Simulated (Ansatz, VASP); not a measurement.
TaN in VASP and in Ansatz

```
Ta N
1.0
     3.05000    0.00000    0.00000
    -1.52500    2.64138    0.00000
     0.00000    0.00000    4.94000
Ta N
2 2
Direct
  0.33333 0.66667 0.00000
  0.66667 0.33333 0.50000
  0.33333 0.66667 0.38500
  0.66667 0.33333 0.88500
```

Alike in both runs: task electric field gradients; functional PBE; k mesh 11 × 11 × 6; occupations fermi-dirac, width 0.02 eV; collinear spin.

|  | VASP | Ansatz |
| --- | --- | --- |
| version | VASP 6.6.1 | Ansatz 0.2.0 |
| potentials or method | VASP PAW PBE potentials, release 64 (Ta_pv, N) | plane-wave PAW, scalar-relativistic |
| plane-wave cutoff (eV) | 520 | 420 |
| valence electrons in the cell | 32 | 36 |

Ansatz gave:

```
rms of the force components (eV/Å)                             : 1.384
net moment per atom (μB)                                       : 0.00
Vzz of the field gradient on the site that differs most (V/Å²) : 132.1
```

**Question.** Which values does VASP return?

**Answer.** rms of the force components (eV/Å): 1.405; net moment per atom (μB): 0.00; Vzz of the field gradient on the site that differs most (V/Å²): 125.3.

Atom by atom the forces differ by 0.022 eV/Å (rms over components). The two sets of potentials don't hold the same shells in valence. Ansatz warned: «gradients_without_spin_orbit».

Caveats: forces of over 1 eV/Å show positions far from the minimum, so gaps and moduli don't describe the material at rest. The runs have no spin-orbit coupling, so splittings on Ta are missing.
